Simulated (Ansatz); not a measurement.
## Te2Mo monolayer (2H): modes against uniaxial strain along a, the zigzag direction, with the width clamped

Aim: how do the optical modes of Te2Mo monolayer (2H) shift and split under this strain?

Calculated with Ansatz 0.2.0; DFT PBEsol, scalar-relativistic, plane waves, PAW; PAW set soft_1.

## Step 1: The starting structure

The cell holds 3 atoms: 1 Mo and 2 Te. Cell: a = 3.530 Å, b = 3.530 Å, c = 31.000 Å, α = 90.0°, β = 90.0°, γ = 120.0°. Vacuum lies along c. The height across the vacuum is the one that the program set for its solve, not the one typed.

## Step 2: Relaxation

The cell and atoms are relaxed, since residual forces and stress would shift the frequencies. The program lengthens the typed cell of 20.0 Å along the normal to 31.0 Å, as its cut-off of the electrostatics needs, and moves no atom.

The input, input.yaml:

```yaml
crystal:
  lattice:
    - [3.53, 0.0, 0.0]
    - [-1.765, 3.05707, 0.0]
    - [0.0, 0.0, 20.0]
  atoms:
    - { symbol: Mo, position: [0.333333, 0.666667, 0.5] }
    - { symbol: Te, position: [0.666667, 0.333333, 0.59] }
    - { symbol: Te, position: [0.666667, 0.333333, 0.41] }
  periodic: [true, true, false]
kpoints:
  mp_grid: { grid: [9, 9, 1] }
hamiltonian:
  xc: pbesol
  pseudopotentials: { kind: paw, azcp: { folder: soft_1 }, xc_functional: pbe }
scf:
  occupations: { method: gaussian, width: 0.02 }
output:
  forces: true
  stress: true
  eigenvalues: true
  write_density: true
  write_potential: true
  elf: true
  volumetric_format: npy
relax:
  adjacent_minimum: "off"
  f_tol: 0.005
  max_steps: 80
  cell: { stress_2d_tol: 0.02 }
```

Started as:

```sh
> ansatz run input.yaml --threads 4 --pin off --max-ram 16384MiB --backend cpu --events-out ev --progress --plain --runs-dir out
```

Numbers of over 12 decimals in the logs are rounded to 6 here.

The program printed:

```text
Warning: crystal.periodic: the lattice vector that does not repeat stood 0.000° off the slab's normal, 20.000 Å along it as the deck builds it. The run solves the slab on a vector along the normal, 31.000 Å long, with every atom where it was (on the deck's vector they left 16.40 Å outside them, and the widest stretch free of ions among them is 1.80 Å). A fractional position that the run reports is one of the run's ce [...]
Warning: the atoms were moved onto the symmetric positions of the space group found under crystal.symmetry.tolerance 1.0e-5 (fractional; no operation is sought that the atoms, as they stand in a round, miss by more than twice it, and no atom is moved by as much as it), and the run uses the moved positions. Before a round's move an operation carried an atom to 4.71e-6 Å from where it should land, the largest such dist [...]
crystal.periodic: the lattice vector that does not repeat stood 0.000° off the slab's normal, 20.000 Å along it as the deck builds it. The run solves the slab on a vector along the normal, 31.000 Å long, with every atom where it was (on the deck's vector they left 16.40 Å outside them, and the widest stretch free of ions among them is 1.80 Å). A fractional position that the run reports is one of the run's cell, which [...]
Engine: ansatz 0.2.0, aarch64-unknown-linux-gnu
Pseudopotentials: kind: paw
Pseudopotential: Mo, paw, valence charge 14, recommended cutoff 420 eV (normal), soft_1/Mo.paw.azcp
Pseudopotential: Te, paw, valence charge 16, recommended cutoff 420 eV (normal), soft_1/Te.paw.azcp
Functional definition: PBEsol
  exchange = pbesol_x
  correlation = pbesol_c
Crystal: 3 atoms, lattice volume = 334.535 Å³
Basis set: ecut = 420 eV, 6481 PW (Γ), exchange–correlation on 48×48×432 points (8 copies of the dense FFT grid, shifted against one another)
Bands: 28, of which v1, the nominal top of the filled ones, is band 23 counted from 1 (22 counted from 0)
Symmetry: 12 space group operations
Space group: P-6m2 (ITA 187), of the structure as read, at distance tolerance 6.9e-5 Å
k-points: 12 of 81 (time reversal used)
Non-local potential: Mo, projectors of the file, l = 0: 3, l = 1: 2, l = 2: 2, l = 3: 1
Non-local potential: Te, projectors of the file, l = 0: 2, l = 1: 2, l = 2: 2, l = 3: 1
PAW form: soft (Blöchl's): semilocal exchange-correlation on the pseudo side does not see the compensation charge
PAW frozen core: Mo, regenerated for the run's functional, and the local potential with it (the file was generated under x = pbe(κ = 0.804, μ = 0.219515), c = pbe(β = 0.066725))
PAW frozen core: Te, regenerated for the run's functional, and the local potential with it (the file was generated under x = pbe(κ = 0.804, μ = 0.219515), c = pbe(β = 0.066725))
PAW one-centre angular grid: Mo, 590 points (default); XC on 64 Gauss nodes
PAW one-centre angular grid: Te, 590 points (default); XC on 64 Gauss nodes
Initial density: superposition of atomic densities (neutral atoms: chi_scale 0, normalization atom)
Initial wavefunctions: pseudopotential atomic-orbital guess
Functional: x = pbesol(κ = 0.804, μ = 0.123457), c = pbesol(β = 0.046)
SCF iter   1: F=—  HF=-18702.233157 eV  |F-HF|=—  |Δ(HF+E_count)|=         —  Δρ=2.44e-2  dr2=2.73e0  ethr=3.10e-3  ⟨swp⟩=19.5  Hψ=2781  notcnv=0
preconditioner: auto → Resta (q_TF=auto, 1.960 Å⁻¹)  ε∞=2.3  [insulator: Δε(μ)=1.153 eV  Ē_g=7.685 eV  σ=0.020 eV  W_gap=1.00  n_scr=18 (ndim 8)  ℏωp=8.6 eV  f_vac=0.744  D(μ)=0.00/eV (n_scr^D=0)  ε∞_Penn≈2.3  vacuum switching on, ρ_ref=4.3e-3 e/Å³]
SCF iter   2: F=—  HF=-18701.813156 eV  |F-HF|=—  |Δ(HF+E_count)|=   4.20e-1  Δρ=1.52e-2  dr2=2.78e0  ethr=3.10e-3  ⟨swp⟩=4.0  Hψ=916  notcnv=0  defer=12
SCF iter   3: F=—  HF=-18701.562690 eV  |F-HF|=—  |Δ(HF+E_count)|=   2.50e-1  Δρ=1.00e-2  dr2=6.04e-1  ethr=3.10e-3  ⟨swp⟩=3.9  Hψ=610  notcnv=0  defer=12
SCF iter   4: F=—  HF=-18701.486495 eV  |F-HF|=—  |Δ(HF+E_count)|=   7.62e-2  Δρ=4.13e-3  dr2=7.40e-2  ethr=1.31e-3  ⟨swp⟩=2.8  Hψ=581  notcnv=0  defer=12
SCF iter   5: F=—  HF=-18701.474554 eV  |F-HF|=—  |Δ(HF+E_count)|=   1.19e-2  Δρ=6.92e-4  dr2=1.64e-3  ethr=1.61e-4  ⟨swp⟩=3.2  Hψ=576  notcnv=0  defer=12
SCF iter   6: F=—  HF=-18701.474544 eV  |F-HF|=—  |Δ(HF+E_count)|=   1.04e-5  Δρ=1.71e-4  dr2=1.19e-4  ethr=3.56e-6  ⟨swp⟩=3.3  Hψ=710  notcnv=0  defer=12
SCF iter   7: F=—  HF=-18701.474550 eV  |F-HF|=—  |Δ(HF+E_count)|=   6.41e-6  Δρ=3.25e-5  dr2=2.47e-6  ethr=2.58e-7  ⟨swp⟩=3.4  Hψ=621  notcnv=0  defer=12
SCF iter   8: F=—  HF=-18701.474642 eV  |F-HF|=—  |Δ(HF+E_count)|=   9.22e-5  Δρ=4.89e-6  dr2=1.77e-7  ethr=5.38e-9  ⟨swp⟩=3.3  Hψ=719  notcnv=0  defer=12
iter 9 did not close the SCF: its close was put off until two iterations running show no level that it waits for move by more than its bar (scf_convergence_deferred on its scf_iter line)
SCF iter   9: F=-18701.474642 eV  HF=-18701.474642 eV  |F-HF|=1.00e-8  |Δ(HF+E_count)|=   2.04e-7  Δρ=1.37e-6  dr2=8.42e-9  ethr=2.17e-10  ⟨swp⟩=28.0  Hψ=3620  notcnv=0
iter 10 did not close the SCF: its close was put off until two iterations running show no level that it waits for move by more than its bar (scf_convergence_deferred on its scf_iter line)
SCF iter  10: F=-18701.474642 eV  HF=-18701.474642 eV  |F-HF|=3.13e-10  |Δ(HF+E_count)|=   1.16e-8  Δρ=3.09e-7  dr2=3.49e-10  ethr=1.83e-11  ⟨swp⟩=10.2  Hψ=2397  notcnv=0
SCF iter  11: F=-18701.474642 eV  HF=-18701.474642 eV  |F-HF|=7.28e-11  |Δ(HF+E_count)|=  4.91e-10  Δρ=6.51e-8  dr2=1.36e-11  ethr=1.00e-12  ⟨swp⟩=8.5  Hψ=2216  notcnv=0
SCF 1 converged in 11 iterations: F = -18701.474642 eV  dr2 = 1.36e-11
  greatest PAW one-centre occupation: 0.998 electrons in one spin orbital (limit 2), on the Mo atom at site 0 (counted from 0), in its partial waves of l = 0
relax step   1: F+E_penalty+E_count = -18701.47464249 eV  Δ(F+E_penalty+E_count) = +0.000e0 eV  max|allowed force component| = 1.591e-1 eV/Å  Δτ_max = 0.0000 Å  P = -1.498 N/m  Ω = 334.535 Å³  fix = [c, alpha, beta]  reactions: c -0.000 N/m  (11 SCF iters, dr2 threshold 1.00e-7 eV, accepted)
Crystal: 3 atoms, lattice volume = 325.737 Å³
Basis set: ecut = 420 eV, 6361 PW (Γ), exchange–correlation on 48×48×432 points (8 copies of the dense FFT grid, shifted against one another)
Initial density: handed on by an earlier stage of this run
Initial wavefunctions: those handed on with the density
iter 1 solved again at ethr=4.64e-5 eV; its pass at ethr=3.10e-3 eV (dr2=2.14e-2 eV) is discarded
SCF iter   1: F=—  HF=-18701.478226 eV  |F-HF|=—  |Δ(HF+E_count)|=         —  Δρ=1.36e-3  dr2=2.21e-2  ethr=4.64e-5  ⟨swp⟩=3.2  Hψ=2666  notcnv=0
[...]
greatest PAW one-centre occupation: 0.999 electrons in one spin orbital (limit 2), on the Mo atom at site 0 (counted from 0), in its partial waves of l = 0
relax step   2: F+E_penalty+E_count = -18701.47580966 eV  Δ(F+E_penalty+E_count) = -1.167e-3 eV  max|allowed force component| = 3.783e-1 eV/Å  Δτ_max = 0.0195 Å  P = +1.033 N/m  Ω = 325.737 Å³  energy of the carried Pulay correction = +4.384e-4 eV  fix = [c, alpha, beta]  reactions: c +0.000 N/m  (8 SCF iters, dr2 threshold 3.00e-7 eV, accepted)
Crystal: 3 atoms, lattice volume = 324.991 Å³
Basis set: ecut = 420 eV, 6337 PW (Γ), exchange–correlation on 48×48×432 points (8 copies of the dense FFT grid, shifted against one another)
iter 1 solved again at ethr=2.03e-5 eV; its pass at ethr=3.10e-3 eV (dr2=9.35e-3 eV) is discarded
SCF iter   1: F=—  HF=-18701.485683 eV  |F-HF|=—  |Δ(HF+E_count)|=         —  Δρ=1.27e-3  dr2=8.66e-3  ethr=2.03e-5  ⟨swp⟩=3.8  Hψ=2399  notcnv=0
preconditioner: auto → Resta (q_TF=auto, 1.970 Å⁻¹)  ε∞=2.4  [insulator: Δε(μ)=1.255 eV  Ē_g=7.388 eV  σ=0.020 eV  W_gap=1.00  n_scr=18 (ndim 8)  ℏωp=8.7 eV  f_vac=0.748  D(μ)=0.00/eV (n_scr^D=0)  ε∞_Penn≈2.4  vacuum switching on, ρ_ref=4.0e-3 e/Å³]
SCF iter   2: F=—  HF=-18701.486194 eV  |F-HF|=—  |Δ(HF+E_count)|=   5.11e-4  Δρ=1.24e-3  dr2=1.68e-2  ethr=1.88e-5  ⟨swp⟩=3.4  Hψ=609  notcnv=0
SCF iter   3: F=—  HF=-18701.484426 eV  |F-HF|=—  |Δ(HF+E_count)|=   1.77e-3  Δρ=4.39e-4  dr2=4.85e-4  ethr=1.88e-5  ⟨swp⟩=3.2  Hψ=570  notcnv=0
SCF iter   4: F=—  HF=-18701.484337 eV  |F-HF|=—  |Δ(HF+E_count)|=   8.89e-5  Δρ=9.57e-5  dr2=1.58e-5  ethr=1.05e-6  ⟨swp⟩=3.4  Hψ=583  notcnv=0
SCF iter   5: F=—  HF=-18701.484414 eV  |F-HF|=—  |Δ(HF+E_count)|=   7.72e-5  Δρ=2.04e-5  dr2=1.75e-6  ethr=3.42e-8  ⟨swp⟩=3.8  Hψ=731  notcnv=0
SCF iter   6: F=-18701.484414 eV  HF=-18701.484414 eV  |F-HF|=4.63e-8  |Δ(HF+E_count)|=   1.86e-7  Δρ=5.15e-6  dr2=1.57e-7  ethr=6.52e-10  ⟨swp⟩=20.5  Hψ=3671  notcnv=0
SCF 3 converged in 6 iterations: F = -18701.484414 eV  dr2 = 1.57e-7
relax step   3: F+E_penalty+E_count = -18701.48441427 eV  Δ(F+E_penalty+E_count) = -8.605e-3 eV  max|allowed force component| = 9.458e-2 eV/Å  Δτ_max = 0.0342 Å  P = +0.181 N/m  Ω = 324.991 Å³  energy of the carried Pulay correction = +4.765e-4 eV  fix = [c, alpha, beta]  reactions: c +0.000 N/m  (6 SCF iters, dr2 threshold 3.00e-7 eV, accepted)
[...]
relax step   4: F+E_penalty+E_count = -18701.48571564 eV  Δ(F+E_penalty+E_count) = -1.301e-3 eV  max|allowed force component| = 4.596e-3 eV/Å  Δτ_max = 0.0119 Å  P = -0.084 N/m  Ω = 327.621 Å³  energy of the carried Pulay correction = +3.429e-4 eV  fix = [c, alpha, beta]  reactions: c -0.000 N/m  (6 SCF iters, dr2 threshold 3.00e-7 eV, accepted)
[...]
relax step   5: F+E_penalty+E_count = -18701.48577240 eV  Δ(F+E_penalty+E_count) = -5.677e-5 eV  max|allowed force component| = 4.267e-4 eV/Å  Δτ_max = 0.0006 Å  P = +0.001 N/m  Ω = 327.179 Å³  energy of the carried Pulay correction = +3.652e-4 eV  fix = [c, alpha, beta]  reactions: c +0.000 N/m  (5 SCF iters, dr2 threshold 9.46e-9 eV, accepted)
Initial wavefunctions: pseudopotential atomic-orbital guess (no wavefunctions were taken with the density)
iter 1 solved again at ethr=4.62e-8 eV; its pass at ethr=3.10e-3 eV (dr2=2.12e-5 eV) is discarded
SCF iter   1: F=—  HF=-18701.485326 eV  |F-HF|=—  |Δ(HF+E_count)|=         —  Δρ=1.31e-5  dr2=1.41e-7  ethr=4.62e-8  ⟨swp⟩=7.7  Hψ=4403  notcnv=0
SCF iter   2: F=—  HF=-18701.485408 eV  |F-HF|=—  |Δ(HF+E_count)|=   8.13e-5  Δρ=6.01e-6  dr2=2.50e-8  ethr=3.06e-10  ⟨swp⟩=4.5  Hψ=998  notcnv=0
SCF iter   3: F=—  HF=-18701.485408 eV  |F-HF|=—  |Δ(HF+E_count)|=   2.48e-8  Δρ=2.18e-6  dr2=3.09e-8  ethr=5.44e-11  ⟨swp⟩=3.8  Hψ=717  notcnv=0
SCF iter   4: F=—  HF=-18701.485408 eV  |F-HF|=—  |Δ(HF+E_count)|=  7.06e-10  Δρ=1.26e-6  dr2=1.03e-8  ethr=5.44e-11  ⟨swp⟩=3.0  Hψ=481  notcnv=0
SCF iter   5: F=—  HF=-18701.485408 eV  |F-HF|=—  |Δ(HF+E_count)|=  4.62e-10  Δρ=4.07e-7  dr2=2.82e-10  ethr=2.23e-11  ⟨swp⟩=2.5  Hψ=462  notcnv=0
SCF iter   6: F=—  HF=-18701.485408 eV  |F-HF|=—  |Δ(HF+E_count)|=  1.38e-10  Δρ=1.13e-7  dr2=6.32e-11  ethr=1.00e-12  ⟨swp⟩=3.2  Hψ=567  notcnv=0
SCF iter   7: F=—  HF=-18701.485408 eV  |F-HF|=—  |Δ(HF+E_count)|=    0.00e0  Δρ=2.39e-8  dr2=3.06e-12  ethr=1.00e-12  ⟨swp⟩=1.8  Hψ=397  notcnv=0
SCF iter   8: F=-18701.485408 eV  HF=-18701.485408 eV  |F-HF|=3.27e-11  |Δ(HF+E_count)|=  2.18e-11  Δρ=9.83e-9  dr2=7.89e-13  ethr=1.00e-12  ⟨swp⟩=11.8  Hψ=2251  notcnv=0
SCF 6 converged in 8 iterations: F = -18701.485408 eV  dr2 = 7.89e-13
relax step   6: F+E_penalty+E_count = -18701.48540760 eV  Δ(F+E_penalty+E_count) = +3.648e-4 eV  max|allowed force component| = 5.625e-4 eV/Å  Δτ_max = 0.0000 Å  P = +0.001 N/m  Ω = 327.179 Å³  fix = [c, alpha, beta]  reactions: c +0.000 N/m  stress off target by 1.05e-3 N/m on what of the cell is left free  SCF on the basis re-selected at this cell (its energy is not comparable with the rows above)  (8 SCF iters)
basis re-selected at this cell: Δ(F+E_penalty+E_count) = +3.648e-4 eV, ΔP = -0.000 N/m vs the last step (what re-selecting the basis moved, of the pressure what is left beyond the Pulay correction that the steps carried, after the strain that the cell walked since its last selection, with what the two solves' SCF thresholds leave and, on support functions, any second-order correction that the steps lacked; it is no m [...]
SCF converged after 8 iterations
Free energy (F): -18701.485408 eV
Harris-Foulkes:  -18701.485408 eV  (|F-HF|=3.27e-11)
Internal energy: -18701.485408 eV  (E = F + TS)
E sigma→0 (E₀):  -18701.485408 eV
Fermi energy:    -4.324562 eV
--- Per-component energies (eV) ---
  E_band       = -1362.031544
  E_kinetic    = 769.490695
  E_local      = -111312.916747  (includes V_loc(G=0)·N_el)
  E_nonlocal   = 289.357426
  E_hartree    = 55136.018533
  E_xc         = -418.594375
  E_vxc        = -423.495773  (∫ρ·V_xc dr)
  E_paw        = -12343.532659  (= ΣΔE_a)
  E_vpaw       = -956.504564  (= ΣTr[D̂ρ^β])
  E_aug_tail   = 0.000224  (compensation charges beyond the density's cutoff)
  E_ewald      = 49177.732573
  E_core_change = 0.958922  (= ΣΔE_core)
  E_smearing   = -0.000000  (= −TS)
  E_closure    = 0.000000  (closes the sum)
  Σ components = -18701.485408   (vs F -18701.485408, Δ=0.00e0)
--- Forces (eV/Å), atoms counted from 1 ---
  atom   1  Mo     0.00000000    -0.00000000    -0.00000000
  atom   2  Te     0.00000000     0.00000000     0.00056248
  atom   3  Te     0.00000000     0.00000000    -0.00056248
  max |Σ_I F_I| component: 6.94e-18 eV/Å
--- 2D stress c σ (N/m, compression-positive) ---
        0.001049      -0.000000      -0.000000
        0.000000       0.001049       0.000000
       -0.000000       0.000000       0.000000
  P = ½ c Tr σ = 0.0010 N/m
--- Band table (eV; the first three rows and the last of 12) ---
  k-point 0: bands = [... 19 lower, -6.5572, -5.7527, -5.7527, -5.4931, -1.6512 (-1.6512°), -1.6512 (-1.6512°), -1.3540, -1.3540, ... 1 higher]
  k-point 1: bands = [... 19 lower, -6.4089, -5.9788, -5.6652, -5.5016, -2.2999, -2.2805, -1.7293 (-1.7293°), -1.5158, ... 1 higher]
  k-point 2: bands = [... 19 lower, -6.4669, -6.0100, -5.9736, -5.6872, -3.2897, -2.6768, -2.4588, -1.2843, ... 1 higher]
  k-point 11: bands = [... 19 lower, -7.9772, -7.8621, -6.6998, -4.9262, -3.7230, -3.0723, -2.2462, -0.6512, ... 1 higher]
  ° read free of the cell's end (the report's vacuum.weakly_bound_levels)
--- Relaxed structure (5 steps of the walk, 5 accepted, 1 SCFs on fresh bases) ---
  F+E_penalty+E_count = -18701.48540760 eV   max|allowed force component| = 5.625e-4 eV/Å   (the final SCF, on the basis selected at the relaxed cell)
  cell:  # Å, volume = 327.1795 Å³
    - [3.490976, 0.0, 0]
    - [-1.745488, 3.023274, 0]
    - [0, 0, 31.0]
  atoms:
    - { symbol: Mo, position: [0.333333, 0.666667, 0.322581] }
    - { symbol: Te, position: [0.666667, 0.333333, 0.380754] }
    - { symbol: Te, position: [0.666667, 0.333333, 0.264408] }
```

Wall time 27 s (4 threads of Arm Neoverse V1, shared host); peak memory 0.63 GiB.

Step by step:

| step | energy less that of the first step (eV) | largest force component (eV/Å) | volume (Å³) |
| --- | --- | --- | --- |
| 1 | 0.0000 | 0.1591 | 334.54 |
| 2 | -0.0012 | 0.3783 | 325.74 |
| 3 | -0.0098 | 0.0946 | 324.99 |
| 4 | -0.0111 | 0.0046 | 327.62 |
| 5 | -0.0111 | 0.0004 | 327.18 |
| 6* | -0.0108 | 0.0006 | 327.18 |

Relaxation steps marked * repeat the geometry before them on a plane-wave basis chosen anew for their cell, so energy and pressure can jump there.

Forces are held to the 12 operations that the run works with; a distortion that breaks them can't arise in this run.

| cell as run | before | after | change |
| --- | --- | --- | --- |
| a (Å) | 3.530 | 3.491 | -1.1 % |
| b (Å) | 3.530 | 3.491 | -1.1 % |

The relaxed structure:

```cif
data_structure
_symmetry_space_group_name_H-M 'P 1'
_symmetry_Int_Tables_number 1
_cell_length_a 3.4910
_cell_length_b 3.4910
_cell_length_c 31.0000
_cell_angle_alpha 90.000
_cell_angle_beta 90.000
_cell_angle_gamma 120.000
_cell_volume 327.18
loop_
_atom_site_label
_atom_site_type_symbol
_atom_site_fract_x
_atom_site_fract_y
_atom_site_fract_z
_atom_site_occupancy
Mo1 Mo 0.33333 0.66667 0.32258 1
Te2 Te 0.66667 0.33333 0.38075 1
Te3 Te 0.66667 0.33333 0.26441 1
```

This step gave:

```yaml
gap_on_the_k_mesh: 1.203 eV
area_per_atom: 3.518 Å²
```

ELF in the ac plane at fractional y = 0.333, with atoms of Te within 0.2 Å of it. It is the smooth field of the valence electrons, not physical close to the nuclei.

Ten even steps from '0' (0.00) to '9' (0.78), each cell a mean:
```
00000000000000
00000000000000
00000000000000
00000000000000
00000000000000
00000000000000
00000000000000
00000000000000
00000000000000
00000000000000
00000000000000
00000000000000
00000001222110
31002579999986
74236764322357
43224555433455
32223344444444
65336653111246
52014799988998
00000124555432
00000000000000
00000000000000
00000000000000
00000000000000
```
Columns run along a (3.5 Å), rows up along c (31.0 Å). Atoms in or near the plane, at fractional coordinates: Te at (0.67, 0.38), Te at (0.67, 0.26).

Valence density in the ac plane at fractional y = 0.333, with atoms of Te within 0.2 Å of it. It is the smooth field of the valence electrons, not physical close to the nuclei.

Ten steps, logarithmic in the rise over the least value, from '_' (0 e/Å³) to '@' (11 e/Å³), each cell a mean:
```
____________________________
____________________________
____________________________
____________________________
____________________________
____________________________
____________________________
____________________________
____________________________
____________________________
____________________________
____________________________
____________________________
____________..............__
::......::--==##%%@@@@##++--
::::::::::----==******++==--
::------::::::----------::::
::::..::::--==##@@@@@@%%**==
..______....::--======--::::
____________________________
____________________________
____________________________
____________________________
____________________________
```
Columns run along a (3.5 Å), rows up along c (31.0 Å). Atoms in or near the plane, at fractional coordinates: Te at (0.67, 0.38), Te at (0.67, 0.26).

Electrostatic potential energy in the ac plane at fractional y = 0.333, with atoms of Te within 0.2 Å of it. With pseudopotentials it is smooth inside the atoms' cores, unlike the true potential.

Ten even steps from '_' (-30 eV) to '@' (0 eV), each cell a mean:
```
@@@@@@@@@@@@@@@@@@@@@@@@@@@@
@@@@@@@@@@@@@@@@@@@@@@@@@@@@
@@@@@@@@@@@@@@@@@@@@@@@@@@@@
@@@@@@@@@@@@@@@@@@@@@@@@@@@@
@@@@@@@@@@@@@@@@@@@@@@@@@@@@
@@@@@@@@@@@@@@@@@@@@@@@@@@@@
@@@@@@@@@@@@@@@@@@@@@@@@@@@@
@@@@@@@@@@@@@@@@@@@@@@@@@@@@
@@@@@@@@@@@@@@@@@@@@@@@@@@@@
@@@@@@@@@@@@@@@@@@@@@@@@@@@@
@@@@@@@@@@@@@@@@@@@@@@@@@@@@
@@@@@@@@@@@@@@@@@@@@@@@@@@@@
@@@@@@@@@@@@@@@@@@@@@@@@@@@@
@@@@@@@@@@@@@@@@%%%%%%@@@@@@
##%%@@@@%%++::..==++++::..--
############++==--====--==**
##********######********####
##%%%%%%##++..__==##**::__::
@@@@@@@@@@%%##**++++++**##%%
@@@@@@@@@@@@@@@@@@@@@@@@@@@@
@@@@@@@@@@@@@@@@@@@@@@@@@@@@
@@@@@@@@@@@@@@@@@@@@@@@@@@@@
@@@@@@@@@@@@@@@@@@@@@@@@@@@@
@@@@@@@@@@@@@@@@@@@@@@@@@@@@
```
Columns run along a (3.5 Å; values clipped at the 3rd and 97th percentile), rows up along c (31.0 Å). Atoms in or near the plane, at fractional coordinates: Te at (0.67, 0.38), Te at (0.67, 0.26).

[end of part 1 of 3]

[Logs are printed without paths, hosts, clocks, repeated set-up lines and the standing remarks that a program may print on its own settings, such as how far it seeks lower states.]

[Hosts, paths, dates, database ids (printed as entryN), source tags and the programs' standing remarks are cut or masked in the printed files.]
